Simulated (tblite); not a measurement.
# C3H7F3O: the cost of one run

Computed with tblite 0.8.0 and PySCF 2.14.0; each step states its level. No surroundings beyond the atoms listed, unless a continuum is named. Atoms count from 0, parts from 1.

## 1. Starting point

14 atoms, charge 0, multiplicity 1; geometry: rigid parts in contact. Parts: 1 = atoms 0–4, `FC(F)F`, charge 0; 2 = atoms 5–13, `COC`, charge 0.

## 2. Bringing the parts together with GFN2-xTB

The job: settings as JSON, then the geometry in Å.

```
{"job": {"kind": "dock", "xc": "GFN2-xTB", "basis": "xTB"}, "charge": 0, "multiplicity": 1, "parts": [{"atoms": "0-4", "charge": 0, "multiplicity": 1}, {"atoms": "5-13", "charge": 0, "multiplicity": 1}]}
F      1.112727    -0.597848    -0.341240
C     -0.002345     0.051259    -0.027979
F     -1.038069    -0.710398    -0.359997
F     -0.023763     0.237894     1.286393
H     -0.048550     1.019093    -0.557178
C      2.892425    -1.522289    -4.370389
O      2.501004    -1.084094    -3.095809
C      3.090554    -1.825189    -2.059935
H      2.621812    -2.573738    -4.531987
H      2.367556    -0.898877    -5.091016
H      3.975327    -1.413855    -4.513856
H      2.737638    -1.393313    -1.125852
H      2.796059    -2.881638    -2.108009
H      4.185793    -1.764942    -2.099806
```

Level: GFN2-xTB search for minima from random contacts, gas phase.

Launch:

```
$ OMP_NUM_THREADS=1 python cluster_run.py task.json out
```

One launch serves the whole session: the jobs run in the order shown.

Q: Estimate the wall time of this first job on 1 thread of Arm Neoverse N1, shared host.

About 33 s.
